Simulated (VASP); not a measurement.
Runs of VASP 6.6.1 on Tl. Symmetry: P6_3/mmc, No. 194, hexagonal system. The conventional cell has a = 3.456 Å, b = 3.456 Å, c = 5.525 Å, α = 90.00°, β = 90.00°, γ = 120.00°. Tl (site symmetry -6m2) is surrounded by 12 Tl at 3.41 to 3.46 Å. 

```csv
task,level,potentials or basis,spin,cell,k mesh,cutoff (eV),smearing,other keys,gap on the mesh (eV),pressure (GPa)
band structure,PBE+D3(BJ),"VASP PAW PBE potentials, release 64 (Tl_d)",off,as given,9 × 9 × 5,520,methfessel-paxton 0.2 eV,-,-,(a)
density of states,BLYP,"VASP PAW PBE potentials, release 54 (Tl)","SOC, no magnetisation",cell strained at random at fixed volume,7 × 7 × 4,450,methfessel-paxton 0.2 eV,ENCUT = 450; AMIX = 0.2,-,6.7
density of states,PW91+D4,"VASP PAW PBE potentials, release 64 (Tl)",off,as given,9 × 9 × 5,500,methfessel-paxton 0.2 eV,-,none,1.7
single point,PBEsol,"VASP PAW PBE potentials, release 64 (Tl_d_GW)",off,as given,9 × 9 × 5,550,gaussian 0.02 eV,-,none,0.1
optical spectrum,optB86b-vdW,"VASP PAW PBE potentials, release 54 (Tl)","SOC, no magnetisation",as given,7 × 7 × 4,500,methfessel-paxton 0.2 eV,-,-,0.9
```

Fill in the values left out.

(a) 1.4.

Caveats: the PAW data sets were made with another functional, which shifts forces and pressure a little (some runs); pairwise dispersion overbinds metals, which lowers pressure and volume (some runs); spin-orbit coupling is left out, which moves the levels of the heavy elements (some runs); spectra need much finer meshes, so this one isn't converged (some runs); independent-particle spectra lack excitons (some runs).

A k mesh can miss the band edges, and rows without SOC leave out spin-orbit coupling on Tl.

A gap of «none» marks a metal or a gap under the smearing width.

The runs don't all hold the same shells in valence.
